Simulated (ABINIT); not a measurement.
Runs of ABINIT 10.8.3 (patched build) on Hf. Symmetry: Pm-3m, No. 221, cubic system. The conventional cell has a = 2.914 Å, b = 2.914 Å, c = 2.914 Å, α = 90.00°, β = 90.00°, γ = 90.00°. Hf (site symmetry m-3m) is surrounded by 6 Hf at 2.91 Å. The cell was built by a generator and needn't be a form met in nature.

| level | gap on the mesh (eV) | pressure (GPa) |
| --- | --- | --- |
| PBEsol | none | -3.9 |
| r2SCAN | none | (a) |
| RPBE | none | 2.1 |
| revPBE | none | 1.4 |
| AM05 | none | -4.0 |
| BLYP | none | 2.8 |
| WC | none | -3.7 |
| LDA | none | (b) |

Alike in all rows: task single point; potentials or basis JTH PAW PBE v2.0; no spin polarisation; cell as given; k mesh 9 × 9 × 9; cutoff (eV) 626; smearing fermi-dirac 0.05 eV.

Estimate the missing entries.

(a) -1.4; (b) -7.0.

Caveats: the PAW data sets were made with another functional, which shifts forces and pressure a little.

A k mesh can miss the band edges, and the runs leave out spin-orbit coupling on Hf.

A gap of «none» marks a metal or a gap under the smearing width.

Runs at the PBE level aren't shown here.
